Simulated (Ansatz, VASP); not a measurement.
## One calculation of LiCl, two programs

```xyz
12
Lattice="3.6177 0.0000 0.0000 -1.8088 3.1330 0.0000 0.0000 0.0000 18.4644" Properties=species:S:1:pos:R:3 pbc="T T T"
Li    0.0000    0.0000    0.0000
Li    0.0000    2.0887    3.1254
Li    1.8088    1.0443    6.1067
Li    0.0000    0.0000    9.2322
Li    1.8088    1.0443   12.3576
Li    0.0000    2.0887   15.3389
Cl    1.8088    1.0443    1.6322
Cl    0.0000    0.0000    4.6161
Cl    0.0000    2.0887    7.5999
Cl    0.0000    2.0887   10.8644
Cl    0.0000    0.0000   13.8483
Cl    1.8088    1.0443   16.8321
```

Alike in both runs: functional PBE; k mesh 9 × 9 × 2; occupations gaussian, width 0.02 eV; no spin polarisation.

Ansatz relaxed the structure, and its values are those at the end. VASP's run is a single point on that final structure, the one shown.

```csv
,VASP,Ansatz
version,VASP 6.6.1,Ansatz 0.2.0
potentials or method,"VASP PAW PBE potentials, release 64 (Li_sv, Cl)","scalar-relativistic, plane waves, PAW"
plane-wave cutoff (eV),520,420
valence electrons in the cell,60,60
```

|  | VASP | Ansatz | Ansatz less VASP |
| --- | --- | --- | --- |
| gap on the k mesh at the Fermi level (eV) | 5.83 | 5.82 | -0.011 |
| least direct gap on the mesh (eV) | 5.83 | 5.82 | -0.011 |

The functional is the same, so the differences come from potentials, cutoffs and numerics.

Caveats: an odd mesh through Γ misses points on the zone boundary, where band edges often lie. PBE gaps usually lie below the measured ones, often by a third to a half.
